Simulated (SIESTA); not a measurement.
CaF2 (Fluorite) under changes of volume

One of the cells (13.851 Å³/atom); the others are scaled copies at fixed shape and fractional positions:

```
Ca F
1.0
     0.00000    2.74909    2.74909
     2.74909    0.00000    2.74909
     2.74909    2.74909    0.00000
Ca F
1 2
Cartesian
  0.0000 0.0000 0.0000
  4.1236 4.1236 4.1236
  1.3745 1.3745 1.3745
```

* Program: SIESTA 5.4.2
* Functional: PBE
* Potentials or basis: PseudoDojo 0.4 standard (PBE files)
* Basis: DZP (energy shift 0.003 Ry; two zetas on semicore shells; d shell added on Ca)
* Grid cutoff: 800 Ry
* Energy shift: 0.003 Ry
* k mesh: 8 × 8 × 8
* Occupations: fermi-dirac, width 0.05 eV
* Spin: no spin polarisation

```csv
volume (Å³/atom),energy over the lowest point (meV/atom),pressure (GPa),gap on the mesh (eV)
12.764,30.26,8.7,7.70
13.036,17.41,6.5,7.57
13.308,8.17,4.4,7.44
13.851,0.00,0.7,7.20
14.122,?,?,?
14.394,2.71,-2.2,6.97
```

Task: What does the run at 14.122 Å³/atom give?

Result: Energy over the lowest point 0.09 meV/atom; pressure -0.8 GPa; gap on the mesh 7.08 eV.

Worked out: A Birch-Murnaghan fit of order 3 (a polynomial in V^(-2/3)) to the other rows has its minimum at 13.97 Å³/atom with B0 = V·E''(V) = 79 GPa and B' = 4.6. It gives 0.11 meV/atom at 14.122 Å³/atom, against the run's 0.09, and -dE/dV = -0.8 GPa, against -0.8. A straight line through the other rows of the gap, of slope -6.07 eV per unit of ln V, gives 7.08 eV, against the run's 7.08.

Energies are extrapolated to zero smearing.

Caveats: the basis of atomic orbitals isn't converged, which shifts pressures, moduli and gaps.

A mesh can miss the band edges.
